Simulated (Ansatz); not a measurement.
# BaS (zincblende): G0W0 against its settings

BaS built on the zincblende prototype, relaxed with r2SCAN; one-shot G0W0 in Ansatz without spin-orbit coupling. No spin polarisation. The prototype was imposed, so other structures may be more stable.

```xyz
2
Lattice="0.0000 3.5194 3.5194 3.5194 0.0000 3.5194 3.5194 3.5194 0.0000" Properties=species:S:1:pos:R:3 pbc="T T T"
Ba    0.0000    0.0000    0.0000
S     1.7597    1.7597    1.7597
```

Gaps are read over the mesh points alone. G0W0 values are finite-basis, finite-mesh values.

| start | potentials | frequency model | mesh | empty bands | screening cutoff (eV) | Kohn-Sham gap (eV) | G0W0 gap (eV) | rough cost |
| --- | --- | --- | --- | --- | --- | --- | --- | --- |
| PBE | PAW | contour deformation | 4×4×4 | 141 | 80 | 2.75 | 3.79 | 40 core-seconds |
| PBE | PAW | contour deformation | 4×4×4 | 327 | 140 | 2.75 | 3.95 | 4 core-minutes |
| PBE | PAW | contour deformation | 4×4×4 | 602 | 210 | 2.75 | 4.03 | 22 core-minutes |
| HSE06 | PAW | contour deformation | 4×4×4 | 327 | 140 | 3.64 | 4.44 | 7 core-minutes |
| LDA | PAW | contour deformation | 4×4×4 | 327 | 140 | 2.42 | 3.86 | 4 core-minutes |
| r2SCAN | PAW | contour deformation | 4×4×4 | 327 | 140 | 3.07 | 4.15 | 5 core-minutes |
| PBE | PAW | Godby-Needs pole | 4×4×4 | 327 | 140 | 2.75 | 3.90 | 5 core-minutes |
| PBE | PAW | contour deformation | 6×6×6 | 141 | 80 | 2.75 | 3.79 | 4 core-minutes |
| PBE | norm-conserving | contour deformation | 4×4×4 | 327 | 140 | 2.75 | 3.95 | 6 core-minutes |

Over the mesh points the PBE gap of 2.75 eV becomes a quasiparticle gap of 4.03 eV (W to Γ), a change of +1.28 eV. Renormalisation factors Z lie between 0.73 and 0.82.

Raising bands and cutoff together moves the gap by +0.16 eV (80 to 140 eV), then +0.08 eV (140 to 210 eV); the last step is still large, so the basis limit isn't reached. Starting from HSE06 (3.64 eV against PBE's 2.75 eV) gives 4.44 eV, +0.49 eV from G0W0@PBE at the same screening cutoff. Starting from LDA (2.42 eV against PBE's 2.75 eV) gives 3.86 eV, -0.09 eV from G0W0@PBE at the same screening cutoff. Starting from r2SCAN (3.07 eV against PBE's 2.75 eV) gives 4.15 eV, +0.20 eV from G0W0@PBE at the same screening cutoff. The Godby-Needs plasmon pole differs from contour deformation by -0.05 eV. A 6×6×6 mesh in place of 4×4×4 changes the opening over PBE by -0.01 eV (the gap on the mesh by 0.00 eV). Norm-conserving potentials (wave cutoff 770 eV against 420 eV) shift the quasiparticle gap by 0.00 eV and the PBE gap by 0.00 eV. r2SCAN runs take a wave cutoff of 500 eV.
